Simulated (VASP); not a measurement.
# Si (a cell with a defect) in VASP: notebook

One crystal, Si (a cell with a defect), is run at these levels: PBE; tasks: single point, molecular dynamics.

Program: VASP 6.6.1. These are calculated values, not measurements. Logs are shortened: lines on timing, memory, paths and dates and some standing lists are left out, and cuts for length are marked.

## Step 1: The crystal as given

The cell holds a defect, 17 atoms: a = 7.679 Å, b = 7.679 Å, c = 7.679 Å, α = 60.00°, β = 60.00°, γ = 60.00°.

The cell was built by a generator and needn't be a form met in nature.

## Step 2: Single point, PBE

Contents of INCAR:

```
SYSTEM = Si
ALGO = Fast
EDIFF = 1E-6
ENCUT = 520
GGA = PE
ISIF = 2
ISMEAR = -1
LASPH = .True.
LCHARG = .True.
LELF = .True.
LREAL = Auto
LVHAR = .True.
LWAVE = .False.
NBANDS = 48
NELM = 80
PREC = Accurate
SIGMA = 0.02
```

Contents of KPOINTS:

```
k-points
0
Gamma
  2 2 2
  0 0 0
```

Contents of POSCAR:

```
Si
1.0
    0.0000000000      5.4300000000      5.4300000000
    5.4300000000      0.0000000000      5.4300000000
    5.4300000000      5.4300000000      0.0000000000
Si
17
Direct
   -0.0042081031      0.0143922652      0.0064364641
    0.1398250460      0.1184069982      0.1191252302
    0.0159576427      0.0243186004      0.4869889503
    0.1412246777      0.1232504604      0.6273020258
   -0.0144659300      0.5163627993     -0.0037845304
    0.1037108656      0.6349815838      0.1346685083
   -0.0050736648      0.5228821363      0.4978176796
    0.1417403315      0.6163259669      0.6314456722
    0.4879281768      0.0094935543     -0.0147237569
    0.5983885820      0.0958287293      0.1586648250
    0.5145303867     -0.0034438306      0.5274033149
    0.6537016575      0.1413259669      0.6154696133
    0.5026335175      0.4936279926      0.0094843462
    0.6206537753      0.6273020258      0.1076887661
    0.5143370166      0.4892357274      0.4971546961
    0.6314640884      0.6331767956      0.6003222836
    0.7668508287      0.2513996317      0.8078084715
```

Potentials or basis: VASP PAW PBE potentials, release 64 (Si).

Command:

```
$ cat potpaw_PBE.64/Si/POTCAR > POTCAR
$ mpirun -np 1 vasp_std > vasp.out
```

OUTCAR:

```text
SYSTEM = Si
   EDIFF = 1E-6
   ENCUT = 520
   GGA = PE
   ISIF = 2
   ISMEAR = -1
   LASPH = .True.
   LREAL = Auto
   NELM = 80
   PREC = Accurate

 ion  position               nearest neighbor table
   1  0.996  0.014  0.006-   2 2.27  17 2.33   4 2.38   6 2.38  10 2.52
   2  0.140  0.118  0.119-   9 2.19   1 2.27   3 2.32   5 2.50
   3  0.016  0.024  0.487-  12 2.27   4 2.29   2 2.32   8 2.56  17 3.00
   4  0.141  0.123  0.627-   3 2.29  11 2.35   1 2.38  17 2.39   7 2.51
   5  0.986  0.516  0.996-  14 2.29   8 2.30   6 2.35   2 2.50
   6  0.104  0.635  0.135-   7 2.28   5 2.35   1 2.38  13 2.50
   7  0.995  0.523  0.498-   6 2.28  16 2.29   8 2.35   4 2.51  17 2.76
   8  0.142  0.616  0.631-   5 2.30  15 2.34   7 2.35   3 2.56
   9  0.488  0.009  0.985-   2 2.19  10 2.35  12 2.35  14 2.40  17 2.90
  10  0.598  0.096  0.159-  17 2.28   9 2.35  11 2.35  13 2.51   1 2.52
  11  0.515  0.997  0.527-  16 2.31  12 2.34   4 2.35  10 2.35
  12  0.654  0.141  0.615-  15 2.19   3 2.27  11 2.34   9 2.35  17 2.63
  13  0.503  0.494  0.009-  14 2.20  17 2.44   6 2.50  10 2.51  16 2.57
  14  0.621  0.627  0.108-  13 2.20   5 2.29   9 2.40  15 2.45
  15  0.514  0.489  0.497-  12 2.19  16 2.29   8 2.34  14 2.45  17 3.08
  16  0.631  0.633  0.600-   7 2.29  15 2.29  11 2.31  17 2.48  13 2.57
  17  0.767  0.251  0.808-  10 2.28   1 2.33   4 2.39  13 2.44  16 2.48  12 2.63   7 2.76   9 2.90
                             3 3.00  15 3.08

  LATTYP: Found a face centered cubic cell.
 ALAT       =    10.8600000000

  Lattice vectors:

 A1 = (   0.0000000000,   5.4300000000,   5.4300000000)
 A2 = (   5.4300000000,   0.0000000000,   5.4300000000)
 A3 = (   5.4300000000,   5.4300000000,   0.0000000000)

Analysis of symmetry for initial positions (statically):
=====================================================================
 Subroutine PRICEL returns:
 Original cell was already a primitive cell.

 Routine SETGRP: Setting up the symmetry group for a
 face centered cubic supercell.

 Subroutine GETGRP returns: Found  1 space group operations
 (whereof  1 operations were pure point group operations)
 out of a pool of 48 trial point group operations.

The static configuration has the point symmetry C_1 .

Analysis of symmetry for dynamics (positions and initial velocities):
=====================================================================
 Subroutine PRICEL returns:
 Original cell was already a primitive cell.

 Routine SETGRP: Setting up the symmetry group for a
 face centered cubic supercell.

 Subroutine GETGRP returns: Found  1 space group operations
 (whereof  1 operations were pure point group operations)
 out of a pool of 48 trial point group operations.

The dynamic configuration has the point symmetry C_1 .

 Subroutine INISYM returns: Found  1 space group operations
 (whereof  1 operations are pure point group operations),
 and found     1 'primitive' translations

----------------------------------------------------------------------------------------

                                     Primitive cell

  volume of cell :     320.2060

  direct lattice vectors                    reciprocal lattice vectors
     0.000000000  5.430000000  5.430000000    -0.092081031  0.092081031  0.092081031
     5.430000000  0.000000000  5.430000000     0.092081031 -0.092081031  0.092081031
     5.430000000  5.430000000  0.000000000     0.092081031  0.092081031 -0.092081031

  length of vectors
     7.679179644  7.679179644  7.679179644     0.159489025  0.159489025  0.159489025

  position of ions in fractional coordinates (direct lattice)
     0.995791897  0.014392265  0.006436464
     0.139825046  0.118406998  0.119125230
     0.015957643  0.024318600  0.486988950
     0.141224678  0.123250460  0.627302026
     0.985534070  0.516362799  0.996215470
     0.103710866  0.634981584  0.134668508
[... 9 lines left out ...]
     0.631464088  0.633176796  0.600322284
     0.766850829  0.251399632  0.807808472

  ion indices of the primitive-cell ions
   primitive index   ion index
                 1           1
                 2           2
                 3           3
                 4           4
                 5           5
                 6           6
[... 9 lines left out ...]
                16          16
                17          17

----------------------------------------------------------------------------------------

 KPOINTS: k-points

Automatic generation of k-mesh.
 Grid dimensions read from file:
 generate k-points for:    2    2    2

 Generating k-lattice:

  Cartesian coordinates                     Fractional coordinates (reciprocal lattice)
    -0.046040516  0.046040516  0.046040516     0.500000000  0.000000000  0.000000000
     0.046040516 -0.046040516  0.046040516     0.000000000  0.500000000  0.000000000
     0.046040516  0.046040516 -0.046040516     0.000000000  0.000000000  0.500000000

  Length of vectors
     0.079744512  0.079744512  0.079744512

  Shift w.r.t. Gamma in fractional coordinates (k-lattice)
     0.000000000  0.000000000  0.000000000

 Subroutine IBZKPT returns following result:
 ===========================================

 Found      8 irreducible k-points:

 Following reciprocal coordinates:
            Coordinates               Weight
  0.000000  0.000000  0.000000      1.000000
  0.500000  0.000000  0.000000      1.000000
  0.000000  0.500000  0.000000      1.000000
  0.000000  0.000000  0.500000      1.000000
  0.500000  0.500000  0.500000      1.000000
  0.500000  0.500000  0.000000      1.000000
  0.000000  0.500000  0.500000      1.000000
  0.500000  0.000000  0.500000      1.000000
   k-points           NKPTS =      8   k-points in BZ     NKDIM =      8   number of bands    NBANDS=     48
   number of dos      NEDOS =    301   number of ions     NIONS =     17
   total plane-waves  NPLWV = 216000
   dimension x,y,z NGX =    60 NGY =   60 NGZ =   60
   dimension x,y,z NGXF=   120 NGYF=  120 NGZF=  120
   ions per type =              17
   NGX,Y,Z   is equivalent  to a cutoff of  12.99, 12.99, 12.99 a.u.
   NGXF,Y,Z  is equivalent  to a cutoff of  25.98, 25.98, 25.98 a.u.
 SYSTEM =  Si
   PREC   = accura    normal or accurate (medium, high low for compatibility)
   ISTART =      0    job   : 0-new  1-cont  2-samecut
   ICHARG =      2    charge: 1-file 2-atom 10-const
   ISPIN  =      1    spin polarized calculation?
   LNONCOLLINEAR =      F non collinear calculations
   LSORBIT =      F    spin-orbit coupling
   LASPH  =      T    aspherical Exc in radial PAW
   ENCUT  =  520.0 eV  38.22 Ry    6.18 a.u.  14.28 14.28 14.28*2*pi/ulx,y,z
   NELM   =     80;   NELMIN=  2; NELMDL= -5     # of ELM steps
   EDIFF  = 0.1E-05   stopping-criterion for ELM
   LREAL  =      T    real-space projection
   EDIFFG = 0.1E-04   stopping-criterion for IOM
   NSW    =      0    number of steps for IOM
   IBRION =     -1    ionic relax: 0-MD 1-quasi-New 2-CG
   NFREE  =      0    steps in history (QN), initial steepest desc. (CG)
   ISIF   =      2    stress and relaxation
   ISYM   =      2    0-nonsym 1-usesym 2-fastsym
   POTIM  = 0.5000    time-step for ionic-motion
   TEBEG  =    0.0;   TEEND  =   0.0 temperature during run
   PSTRESS=    0.0 pullay stress
   NELECT =      68.0000    total number of electrons
   NUPDOWN=      -1.0000    fix difference up-down
   EMIN   =  10.00;   EMAX   =-10.00  energy-range for DOS
   EFERMI =   0.00;   METHOD = LEGACY
   ISMEAR =    -1;   SIGMA  =   0.02  broadening in eV -4-tet -1-fermi 0-gaus
   EFERMI_NEDOS =   21; number of points for ismear=-14 and -15
   IALGO  =     68    algorithm
   IMIX   =      4    mixing-type and parameters
     AMIX     =   0.40;   BMIX     =  1.00
     AMIX_MAG =   1.60;   BMIX_MAG =  1.00
  volume/ion in A,a.u.               =      18.84       127.11
  Fermi-wavevector in a.u.,A,eV,Ry     =   0.976715  1.845724 12.979587  0.953973
  Thomas-Fermi vector in A             =   2.107356
   LORBIT       =      0    0 simple, 1 ext, 2 COOP (PROOUT), +10 PAW based schemes
   GGA     = PE    functional components
   LHFCALC =     F    Hartree Fock is set to
   AEXX    =    0.0000 exact exchange contribution
   IVDW    =     0    specifies the selected vdW correction
   LEPSILON=     F    determine dielectric tensor
   LRPA    =     F    only Hartree local field effects (RPA)
 non-spin polarized calculation
 RMM-DIIS sequential band-by-band and
  energy-cutoff  :      520.00
  volume of cell :      320.21
 maximum number of plane-waves:      8646
 NGX is ok and might be reduce to    60
   NGX = 29   NGY = 29   NGZ = 29

 number of electron      68.0000000 magnetization

 Free energy of the ion-electron system (eV)
  ---------------------------------------------------
  ext. energy  EPLUGINS =         0.00000000
  ---------------------------------------------------
  free energy    TOTEN  =       -86.48346947 eV

  energy without entropy =      -86.47146075  energy(sigma->0) =      -86.47746511

 E-fermi :   6.7879     XC(G=0):  -9.6833

 val. band max:        6.7708624180   @ k =   0.0000   0.0000   0.0000
 cond. band min:       6.8097538169   @ k =   0.0000   0.5000   0.0000
 fundamental gap:      0.0388913989
 Fermi energy:         6.7878960935

 k-point     1 :       0.0000    0.0000    0.0000
  band No.  band energies     occupation
      1      -6.3900      2.00000
      2      -4.0141      2.00000
      3      -3.7436      2.00000
      4      -3.6662      2.00000
      5      -3.5611      2.00000
      6      -2.7393      2.00000
[... 38 lines left out ...]
     45       8.4431      0.00000
     46       8.7487      0.00000

 k-point     2 :       0.5000    0.0000    0.0000
  band No.  band energies     occupation
      1      -6.0160      2.00000
      2      -4.9670      2.00000
      3      -3.8246      2.00000
      4      -3.5061      2.00000
      5      -3.3672      2.00000
      6      -3.1062      2.00000
[... 286 lines left out ...]
 k-point     8 :       0.5000    0.0000    0.5000
  band No.  band energies     occupation
      1      -5.8682      2.00000
      2      -4.8567      2.00000
      3      -4.1194      2.00000
      4      -3.9484      2.00000
      5      -3.8379      2.00000
      6      -3.5409      2.00000
[... 38 lines left out ...]
     45      10.2023      0.00000
     46      10.3725      0.00000
 [bands above 46 left out]

------------------------ aborting loop because EDIFF is reached ----------------------------------------

  FORCE on cell =-STRESS in cart. coord.  units (eV):
  Direction    XX          YY          ZZ          XY          YZ          ZX
  --------------------------------------------------------------------------------------
  -------------------------------------------------------------------------------------
  Total       11.0223882     12.8594163     13.2436101      1.1977710      4.5798953     -1.6807102
  in kB       55.1514331     64.3431553     66.2655009      5.9931464     22.9158856     -8.4095730
  external PRESSURE =      61.9200298 kB  Pullay stress =       0.0000000 kB

 VOLUME and BASIS-vectors are now :
 -----------------------------------------------------------------------------
  energy-cutoff  :      520.00
  volume of cell :      320.21
      direct lattice vectors                 reciprocal lattice vectors
     0.000000000  5.430000000  5.430000000    -0.092081031  0.092081031  0.092081031
     5.430000000  0.000000000  5.430000000     0.092081031 -0.092081031  0.092081031
     5.430000000  5.430000000  0.000000000     0.092081031  0.092081031 -0.092081031

 POSITION                                       TOTAL-FORCE (eV/Angst)
 -----------------------------------------------------------------------------------
      0.11310      5.44210      5.48530        -0.560726      0.795100     -0.844638
      1.28980      1.40610      1.40220         2.041618     -1.352481      0.051323
      2.77640      2.73100      0.21870        -1.555078      1.092079     -0.815203
      4.07550      4.17310      1.43610         0.301426     -0.111858      1.234867
      8.21330     10.76090      8.15530        -0.639692      1.173931     -0.241848
      4.17920      1.29440      4.01110        -0.759161      0.089089      0.824084
[... 9 lines left out ...]
      6.69790      6.68860      6.86700         1.007957      0.436530     -0.354875
      5.75150      8.55040      5.52910        -0.197911     -1.173565      0.437407
 -----------------------------------------------------------------------------------
    total drift:                                0.008501      0.004044      0.002259

  FREE ENERGIE OF THE ION-ELECTRON SYSTEM (eV)
  ---------------------------------------------------
  free  energy   TOTEN  =       -86.4834694704 eV

  energy  without entropy=      -86.4714607471  energy(sigma->0) =      -86.47746511
```

It took 4 min on 1 thread of AMD EPYC 7R13 (Zen 3), shared host; peak memory 0.44 GiB.

Results:

```
Free energy            : -86.4835 eV
Pressure               : 6.2 GPa
Largest force          : 2.449 eV/Å
Band gap on the k mesh : none (metal or under the smearing width)
```

Forces on the atoms (eV/Å):
```
Si  -0.561  0.795 -0.845
Si   2.042 -1.352  0.051
Si  -1.555  1.092 -0.815
Si   0.301 -0.112  1.235
Si  -0.640  1.174 -0.242
Si  -0.759  0.089  0.824
Si  -0.623  1.195 -0.133
Si   0.525 -1.203  0.765
Si  -1.162  1.286  0.298
Si   0.582  0.450 -0.307
Si  -0.137 -0.522  0.127
Si  -0.478  0.793 -1.334
Si  -0.466 -1.834 -1.310
Si   1.637  0.920  0.512
Si   0.483 -2.035  1.089
Si   1.008  0.437 -0.355
Si  -0.198 -1.174  0.437
```

Stress tensor (GPa, compression positive):
```
 5.52  0.60 -0.84
 0.60  6.43  2.29
-0.84  2.29  6.63
```

Caveat: the k mesh is coarse (spacing up to 0.50 Å⁻¹), so the values aren't converged.

## Step 3: Single point, PBE

Contents of INCAR:

```
SYSTEM = Si
  PREC = Accurate
  ENCUT = 520
  EDIFF = 1E-6
  ISMEAR = -1
  SIGMA = 0.02
  LREAL = Auto
  LASPH = .TRUE.
  NELM = 60
  ALGO = Fast
  ISIF = 2
  LWAVE = .FALSE.
  LCHARG = .FALSE.
  GGA = PE
  NBANDS = 48
```

Contents of KPOINTS:

```
Automatic mesh
0
G
  2 2 2
  0 0 0
```

Contents of POSCAR:

```
Si
1.0
    0.0000000000      5.4300000000      5.4300000000
    5.4300000000      0.0000000000      5.4300000000
    5.4300000000      5.4300000000      0.0000000000
Si
17
Direct
   -0.0098434622     -0.0061233886     -0.0002117864
    0.1423020258      0.1031675875      0.0998342541
    0.0374677716      0.0189594843      0.4674125230
    0.1176887661      0.1376519337      0.6235451197
    0.0109576427      0.4796685083      0.0082688766
    0.1192449355      0.6211786372      0.1445119705
   -0.0193001842      0.5202394107      0.5128913444
    0.1144014733      0.6370349908      0.6325598527
    0.4981215470      0.0060036832      0.0118600368
    0.6353406998      0.1447329650      0.1213443831
    0.4932965009      0.0275322284      0.4887845304
    0.6577624309      0.0941160221      0.6114088398
    0.5075506446      0.5154327808      0.0249907919
    0.6409668508      0.6381491713      0.1341160221
    0.4931583794      0.4841344383      0.5439134438
    0.6230202578      0.6424309392      0.6477348066
    0.7470349908      0.2445488029      0.7362983425
```

Potentials or basis: VASP PAW PBE potentials, release 64 (Si).

Command:

```
$ cat potpaw_PBE.64/Si/POTCAR > POTCAR
$ mpirun -np 1 vasp_std > vasp.out
```

Run time: 4.6 min. Hardware: 1 thread of AMD EPYC 7R13 (Zen 3), shared host; peak memory 0.43 GiB.

It converged, with:

```
Free energy            : -86.7369 eV
Pressure               : 5.5 GPa
Largest force          : 1.961 eV/Å
Band gap on the k mesh : none (metal or under the smearing width)
```

Forces on the atoms (eV/Å):
```
Si  -0.955  0.740  0.174
Si   1.238 -0.194  0.325
Si  -1.125 -0.202 -1.594
Si   0.222  0.919  1.349
Si   0.428 -0.064  0.577
Si  -1.053  0.042  0.268
Si  -0.665  0.722  0.509
Si   0.134  0.405  0.483
Si  -0.852  0.444  0.891
Si   0.634 -0.821 -0.823
Si  -0.478  0.246 -1.028
Si   0.492  0.271 -0.010
Si   0.257 -0.861 -0.446
Si   0.521  1.091 -1.111
Si  -0.405 -1.347  1.129
Si   0.634 -1.135 -0.770
Si   0.973 -0.255  0.076
```

Stress tensor (GPa, compression positive):
```
 5.05  0.13 -0.32
 0.13  6.30  3.07
-0.32  3.07  5.17
```

Levels at points of the mesh, in eV from the Fermi level:
```csv
k point,band 31,band 32,band 33,band 34,band 35,band 36,band 37,band 38
"(0.00, 0.00, 0.00)",-1.05,-0.80,-0.53,-0.40,-0.24,-0.08,0.08,0.22
"(0.50, 0.00, 0.00)",-1.31,-1.24,-0.98,-0.39,0.21,0.71,0.97,0.99
"(0.00, 0.50, 0.00)",-1.46,-1.19,-0.96,-0.07,0.27,0.44,0.79,1.01
"(0.00, 0.00, 0.50)",-1.43,-1.28,-1.09,-0.40,0.17,0.56,0.79,0.99
"(0.50, 0.50, 0.50)",-1.44,-1.39,-0.99,-0.34,0.52,0.62,0.91,0.97
"(0.50, 0.50, 0.00)",-1.70,-1.65,-0.88,0.07,0.67,0.76,1.08,1.33
"(0.00, 0.50, 0.50)",-1.71,-1.60,-0.84,-0.07,0.57,0.89,1.05,1.31
"(0.50, 0.00, 0.50)",-1.84,-1.52,-1.04,0.06,0.46,0.85,1.15,1.36
```

Caveat: the k mesh is coarse (spacing up to 0.50 Å⁻¹), so the values aren't converged.

(Continued in part 2 of 2.)
